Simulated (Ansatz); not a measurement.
Structure relaxation of FeNi₃

These are results of DFT PBE, scalar-relativistic, plane waves, PAW (Ansatz 0.2.0), not measurements. Cutoff 420 eV, Γ-centred k mesh, Gaussian smearing, collinear spin, first started from parallel moments.

A relaxed cell is given with its space group left out.

```
CELL_PARAMETERS angstrom
-1.77064 1.77064 3.54445
1.77064 -1.77064 3.54445
1.77064 1.77064 -3.54445
ATOMIC_POSITIONS crystal
Fe 0.00000 0.00000 0.00000
Ni 0.50000 0.50000 0.00000
Ni 0.75000 0.25000 0.50000
Ni 0.25000 0.75000 0.50000
```

Energies over the elements count from the elements' standard structures at the same level, with no empirical corrections.

(1) What space group does it have?

(2) What is its formation energy per atom?

(3) Is it a metal?

(4) What net moment does it keep?

Results:

(1) I4/mmm (No. 139). Conventional cell: a = 3.541 Å, c = 7.089 Å. Fe has 12 Ni at 2.50–2.51 Å; Ni on Wyckoff site b (1 atom of the primitive cell) has 4 Fe at 2.50 Å and 8 Ni at 2.51 Å; Ni on Wyckoff site d (2 atoms of the primitive cell) is coordinated by 8 Ni at 2.50–2.51 Å and 4 Fe at 2.51 Å.

(2) -0.07 eV/atom.

(3) Yes, bands cross the Fermi level on the 18×18×18 mesh.

(4) 1.15 μB per atom, with site moments up to 2.84 μB.

The final run used a 18×18×18 mesh on its 4-atom cell and 0.10 eV smearing. The k mesh leaves about 4 meV/atom of noise in metals.

Cost: 2 runs of about 11 core-minutes in all, on Arm Neoverse V1 (shared hosts).